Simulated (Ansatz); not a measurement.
This is a single-point calculation with the PAW code Ansatz on BaO (started from an entry of an open crystallographic database); the level of theory is HSE06. The cell was relaxed with r2SCAN and then strained (isotropic -4.88 % on every length), with the atoms relaxed again with r2SCAN; k points keep the names of the unstrained zone.

```yaml
crystal:
  lattice:
    - [0.0, 2.6366720357, 2.6366720357]
    - [2.6366720357, 0.0, 2.6366720357]
    - [2.6366720357, 2.6366720357, 0.0]
  atoms:
    - { symbol: Ba, position: [0.0, 0.0, 0.0] }
    - { symbol: O, position: [0.5, 0.5, 0.5] }
kpoints:
  mp_grid: { grid: [6, 6, 6] }
  band_path:
    path:
      - [0.0, 0.0, 0.0]
      - [0.5, 0.0, 0.5]
      - [0.625, 0.25, 0.625]
      - [0.375, 0.375, 0.75]
      - [0.5, 0.5, 0.5]
      - [0.5, 0.25, 0.75]
      - [0.0, 0.5, 0.5]
    npoints: 1
hamiltonian:
  xc: hse06
scf:
  occupations: { method: fixed }
  n_extra_bands: 4
output:
  forces: true
  stress: true
  eigenvalues: true
```

In the abridged output below, numbers in square brackets stand for lines, or ends of lines, that were taken out.
```
Pseudopotential: Ba, paw, valence charge 10, recommended cutoff 420 eV (normal)
Pseudopotential: O, paw, valence charge 6, recommended cutoff 420 eV (normal)
Functional definition: HSE06
Crystal: 2 atoms, lattice volume = 36.660 Å³
Basis set: ecut = 420 eV, 725 PW (Γ)
Bands: 12, of which v1, the nominal top of the filled ones, is band 8 counted from 1 (7 counted from 0)
Symmetry: 48 space group operations
Space group: Fm-3m (ITA 225)
k-points: 16 of 216
Exchange kernel: α = 0.2500, screened, ω = 0.2079 Å⁻¹, Wigner–Seitz truncation, v(0) = 1046.1498 eV·Å³, q-mesh 6×6×6
hybrid outer 1: dexx = +5.965e-3 eV, tail = 1.24e-5 eV
hybrid outer 2: dexx = +1.942e-7 eV, tail = 4.91e-9 eV, Δε = 1.16e-3 eV
hybrid SCF converged: 2 outer / 10 inner (+2 warm-up)
Free energy (F): -6523.881527 eV
[1]
--- Forces (eV/Å), atoms counted from 1 ---
  atom   1  Ba      0.00000      0.00000      0.00000
  atom   2  O       0.00000      0.00000      0.00000
--- Stress (GPa, compression-positive) ---
       14.982027       0.000000       0.000000
        0.000000      14.982027       0.000000
        0.000000       0.000000      14.982027
  P = ⅓ Tr σ = 14.9820 GPa (149.820 kbar)
--- Band table (eV; the first three rows and the last of 16) ---
[2]
```

The rows of the band table are 0: (0, 0, 0) = Γ, 1: (0, 0, 1/6), 2: (0, 0, 1/3), 15: (1/6, -1/2, -1/3).

**Question.** What stood in the gaps? They hold the Fermi energy and the band table.

**Answer.**
```
[1]
Fermi energy:    9.890948 eV
[2]
  k-point 0: bands = […, -0.6574, -0.6574, -0.6574, 8.8367, 8.8367, 8.8367, 15.5129, 15.8658, 15.8658, 15.8658]
  k-point 1: bands = […, -0.7509, -0.6924, -0.6924, 8.2996, 8.4277, 8.4277, 15.4694, 16.4389, 16.4389, 16.7852]
  k-point 2: bands = […, -0.9232, -0.7590, -0.7590, 7.4548, 7.7286, 7.7286, 15.7712, 17.9136, 17.9136, 18.9594]
  k-point 15: bands = […, -2.7523, -2.0431, -0.9654, 8.0611, 9.3916, 9.6911, 14.0866, 17.5867, 18.7880, 21.7687]
```
Only the leading digits can be foreseen; the rest is this run's record.

The HSE06 gap is direct at X: 2.68 eV. The gap is the least over the mesh and the extra points. The mean pressure is +15.0 GPa (compression positive), so HSE06 would enlarge the cell's volume. (The program warns that its thresholds are loose for a hybrid's stress.)

Run as `ansatz run input.yaml --threads 4 --pin off --max-ram 5529MiB --backend cpu --events-out ev --progress --plain --runs-dir out`.

**Question.** What wall time did it need on 4 threads of Arm Neoverse V1 (shared host), and what peak of host memory did it reach?

**Answer.** About 23 s, with a peak of 1.1 GiB.

Calculated for a static, non-magnetic cell.

Spin-orbit coupling is left out.

The meshes of the hybrids are coarse, so their gaps aren't converged to the digits shown.
